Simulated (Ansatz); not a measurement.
Runs of Ansatz 0.2.0 on Cu2O (Cuprite). The structure is cubic, space group Pn-3m (No. 224). The conventional cell has a = 4.260 Å, b = 4.260 Å, c = 4.260 Å, α = 90.00°, β = 90.00°, γ = 90.00°. Cu (site symmetry -3m) is surrounded by 2 O at 1.84 Å. O (site symmetry -43m) has 4 Cu at 1.84 Å as nearest neighbours. 

```tsv
potentials or basis	cutoff (eV)	gap on the mesh (eV)	pressure (GPa)
Ansatz PAW earlier set	930	0.54	3.2
Ansatz NC	1252	0.49	3.4
Ansatz PAW	420	0.53	3.2
PseudoDojo stringent (PBE files)	1415	(a)	3.2
Ansatz PAW earlier set	1050	0.54	3.2
SPMS NC	1034	(b)	3.6
SSSP efficiency PAW	1225	0.54	3.4
PseudoDojo standard (PBE files)	1252	0.50	3.2
JTH PAW	1380	0.54	3.5
```

Alike in all rows: task band structure; level PBE; no spin polarisation; cell as given; k mesh 6 × 6 × 6; smearing fermi-dirac 0.05 eV.

**Question.** Fill in the values left out.

**Answer.** (a) 0.51; (b) 0.47.

The runs don't all hold the same shells in valence.
